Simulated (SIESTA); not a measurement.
A run of SIESTA 5.4.2 is set up as follows.

File MgSe.fdf:

```
SystemName                      MgSe
SystemLabel                     MgSe
NumberOfSpecies                 2
NumberOfAtoms                   2
%block ChemicalSpeciesLabel
  1  34 Se
  2  12 Mg
%endblock ChemicalSpeciesLabel
%include structure.fdf

%block kgrid.MonkhorstPack
    8   0   0  0.0
    0   8   0  0.0
    0   0   8  0.0
%endblock kgrid.MonkhorstPack
XC.Functional                   GGA
XC.Authors                      RPBE
PAO.BasisSize                   DZP
PAO.EnergyShift                 0.003 Ry
Mesh.Cutoff                     800 Ry
OccupationFunction              FD
ElectronicTemperature           0.05 eV
MaxSCFIterations                120
SCF.MustConverge                false
SCF.Mixer.Method                Pulay
SCF.Mixer.Weight                0.25
SCF.Mixer.History               8
SCF.DM.Tolerance                5.0e-05
SCF.H.Tolerance                 1.0e-03 eV
WriteForces                     true
Charge.Mulliken                 end
BandLinesScale                  ReciprocalLatticeVectors
%block BandLines
    1    0.000000   0.000000   0.000000  \Gamma
   12    0.500000   0.000000   0.500000  X
    6    0.500000   0.250000   0.750000  W
    4    0.375000   0.375000   0.750000  K
   13    0.000000   0.000000   0.000000  \Gamma
   11    0.500000   0.500000   0.500000  L
    8    0.625000   0.250000   0.625000  U
    4    0.500000   0.250000   0.750000  W
    9    0.500000   0.500000   0.500000  L
    8    0.375000   0.375000   0.750000  K
    1    0.625000   0.250000   0.625000  U
    4    0.500000   0.000000   0.500000  X
%endblock BandLines
%block PAO.Basis
  Se 4
  n=4 0 2
    5.149 0.000
  n=4 1 2
    6.803 0.000
  n=3 2 2
    2.657 0.000
  n=4 2 1
    6.803
  Mg 4
  n=2 0 2
    2.599 0.000
  n=3 0 2
    8.328 0.000
  n=2 1 2
    2.937 0.000
  n=3 1 1
    8.328
%endblock PAO.Basis
```

File structure.fdf:

```
LatticeConstant                 1.0 Ang
%block LatticeVectors
     0.0000000000     2.7255000000     2.7255000000
     2.7255000000     0.0000000000     2.7255000000
     2.7255000000     2.7255000000     0.0000000000
%endblock LatticeVectors
AtomicCoordinatesFormat         Fractional
%block AtomicCoordinatesAndAtomicSpecies
     0.5000000000     0.5000000000     0.5000000000  1  Se
     0.0000000000     0.0000000000     0.0000000000  2  Mg
%endblock AtomicCoordinatesAndAtomicSpecies
```

Potentials or basis: PseudoDojo 0.4 standard (PBE files), DZP (energy shift 0.003 Ry; two zetas on semicore shells).

Run with:

```console
$ siesta MgSe.fdf > MgSe.out 2>&1
```

(1) What does it give for the band gap on the k mesh?

(2) What does it give for the band gap along the path?

(3) Predict the pressure.

Answers

(1) 2.03 eV, indirect (least direct gap 2.79 eV).

(2) 2.03 eV, indirect (least direct gap 2.79 eV).

(3) 6.2 GPa.

Caveat: the potentials were made for another functional, which shifts forces and pressure; the basis of atomic orbitals isn't converged, which shifts pressures, moduli and gaps.
